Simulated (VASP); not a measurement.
Crystal: BAs.

```xyz
2
Lattice="0.0000 2.3885 2.3885 2.3885 0.0000 2.3885 2.3885 2.3885 0.0000" Properties=species:S:1:pos:R:3 pbc="T T T"
B     0.0000    0.0000    0.0000
As    3.5827    3.5827    3.5827
```

| Item | Value |
| --- | --- |
| Program | VASP 6.6.1 |
| Task | relaxation of cell and atoms |
| Functional | PBE |
| Potentials or basis | VASP PAW PBE potentials, release 64 (B, As) |
| Cutoff | 520 eV |
| k mesh | 10 × 10 × 10 |
| Occupations | gaussian, width 0.1 eV |
| Spin | no spin polarisation |

At the start: pressure 3.4 GPa; volume 13.63 Å³/atom.

**Question.** Where does the relaxation end?

**Answer.** Over 3 steps the energy falls by 3.6 meV/atom and the volume is 13.97 Å³/atom (+2.5 %); space group F-43m (No. 216, to 0.05 Å).

Step by step:
| step | energy change (eV) | largest force (eV/Å) | pressure (GPa) | volume (Å³) |
| --- | --- | --- | --- | --- |
| 1 | 0.0000 | 0.0000 | 3.43 | 27.25 |
| 2 | -0.0038 | 0.0000 | -2.19 | 28.42 |
| 3 | -0.0071 | 0.0000 | 0.01 | 27.93 |

Final structure:
```
B As
1.0
     0.00000    2.40823    2.40823
     2.40823    0.00000    2.40823
     2.40823    2.40823    0.00000
B As
1 1
Direct
  0.00000 0.00000 0.00000
  0.75000 0.75000 0.75000
```
